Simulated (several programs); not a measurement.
NaH in the rocksalt structure, relaxed with r2SCAN in Ansatz, was computed with several methods. Space group Fm-3m (No. 225), cubic; a = 4.795 Å in the conventional setting, 13.78 Å³ an atom. Na has 6 H at 2.40 Å; H has 6 Na at 2.40 Å. Spin-unpolarised throughout.

```xyz
2
Lattice="0.0000 2.3975 2.3975 2.3975 0.0000 2.3975 2.3975 2.3975 0.0000" Properties=species:S:1:pos:R:3 pbc="T T T"
Na    0.0000    0.0000    0.0000
H     2.3975    2.3975    2.3975
```

Gaps and times are for a single point on this cell; volume and bulk modulus come from each method's own relaxation or energy curve at fixed shape. Times are rough, from shared hosts (Intel Xeon 6975P-C; NVIDIA H100 80GB HBM3), and each method has its own mesh and cell size. PM6 (MOPAC), PM7 (MOPAC), GFN1-xTB (tblite), GFN2-xTB (tblite) treat a cluster of cells at its zone centre, which samples few k points: where these miss a band edge, the gap comes out too large for that reason alone. Gaps from k meshes are read at a limited set of points (mesh, symmetry points, PBE's band edges), so each method's own least gap may be somewhat smaller. xTB and the PM methods were fitted mostly to molecules, and can miss a solid's gap by electronvolts. Minimal bases can be far off for gaps. Times of the plane-wave ladder aren't listed, since it ran on unlike processors and cards. GLLB-SC's gap includes the derivative discontinuity. G0W0 is at finite bands, cutoff and mesh. d marks a direct gap, i an indirect one (no mark: not told apart), a dash a value that wasn't computed or didn't pass its checks.

```tsv
method	kind	gap (eV)	own volume (Å³/atom)	bulk modulus (GPa)	atoms computed	processor time
light PBE (260 eV and a coarse mesh)	light plane-wave	3.79 i	–	–	2	0.33 s
PM7 (MOPAC)	semi-empirical	9.51	–	–	cluster	0.62 s
PBE	semilocal	3.80 i	14.11	23	2	–
PM6 (MOPAC)	semi-empirical	7.46	–	–	cluster	0.71 s
r2SCAN	semilocal	4.40 i	13.78	24	2	–
GFN1-xTB (tblite)	tight binding	7.87	–	–	cluster	1.7 s
GLLB-SC (GPAW)	model potential	7.98	–	–	2	2.3 s
GFN2-xTB (tblite)	tight binding	10.85	–	–	cluster	4.2 s
PBE/SZV (CP2K)	small basis	1.18 i	–	–	2	11 s
PBE/DZVP (CP2K)	small basis	3.42 i	–	–	2	15 s
PBE/single zeta (GPAW)	small basis	3.97 i	–	–	2	16 s
G0W0@r2SCAN (180 eV screening cutoff)	many-body	6.50	–	–	2	–
G0W0@PBE (260 eV screening cutoff)	many-body	6.07	–	–	2	–
```

Problem. How far from the measured values lie the methods that can be set against them?

Solution.
- Volume, measured 14.55 Å³ an atom: PBE -3.1 %, r2SCAN -5.3 %.
The calculations are for a static lattice; samples hold vibrations, temperature and, in optical gaps, excitons. A measured value is shown where most reports agree with it, and only for the quantities listed. Sources: 14.55 Å³ an atom (from the lattice constants; cubic cell parameter a; 300 K; “Revisiting the Hydrogen Storage Behavior of the Na-O-H System”; NaH phase in a ball-milled two-phase NaH-NaOH mixture (44 wt% NaH); room temperature; 2015; pmc:5455565).
